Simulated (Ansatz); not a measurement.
**BaO: the gap from level to level**

A database entry relaxed whole under r2SCAN at zero pressure (Fm-3m, No. 225):

```
Ba O
1.0
     0.00000    2.77201    2.77201
     2.77201    0.00000    2.77201
     2.77201    2.77201    0.00000
Ba O
1 1
Cartesian
  0.0000 0.0000 0.0000
  2.7720 2.7720 2.7720
```

Its volume is 21.30 Å³ an atom, +2.4 % against the entry's 20.80, which is old or was flagged in a check.

Single points on this cell with plane-wave PAW DFT (Ansatz 0.2.0; r2SCAN 500 eV, hybrids 420 eV; fermi-dirac occupations of width 0.020 eV; no moments): r2SCAN on a 10×10×10 Γ-centred mesh; r2SCAN with spin-orbit coupling on a 10×10×10 Γ-centred mesh; HSE06 on a 8×8×8 Γ-centred mesh; PBE0 on a 8×8×8 Γ-centred mesh.

Task: What does each level give for gap and charges?

Result: The runs give:

```json
{"level": "r2SCAN", "gap (eV), or kind": "2.38", "pressure (GPa)": "0.0", "Bader charge of Ba (e)": "+1.48", "Bader charge of O (e)": "-1.48"}
{"level": "r2SCAN with spin-orbit coupling", "gap (eV), or kind": "2.34", "pressure (GPa)": "0.0", "Bader charge of Ba (e)": "+1.48", "Bader charge of O (e)": "-1.48"}
{"level": "HSE06", "gap (eV), or kind": "3.32", "pressure (GPa)": "-0.5", "Bader charge of Ba (e)": "+1.50", "Bader charge of O (e)": "-1.50"}
{"level": "PBE0", "gap (eV), or kind": "4.06", "pressure (GPa)": "-0.5", "Bader charge of Ba (e)": "+1.51", "Bader charge of O (e)": "-1.51"}
```

Under r2SCAN the gap is 2.38 eV, over mesh and band path. HSE06 moves it by +0.95 eV and PBE0 by +1.68 eV; PBE0 keeps its exact exchange at long range, which widens the gap over HSE06's by 0.73 eV on their common mesh. Spin-orbit coupling moves the r2SCAN gap by -0.04 eV.

Caveats: the relaxation kept the start's symmetry; HSE06 is read on its mesh and at the zone's corners, PBE0 on its mesh alone; hybrid pressures are good to a few tenths of a GPa; pressure is positive in compression.
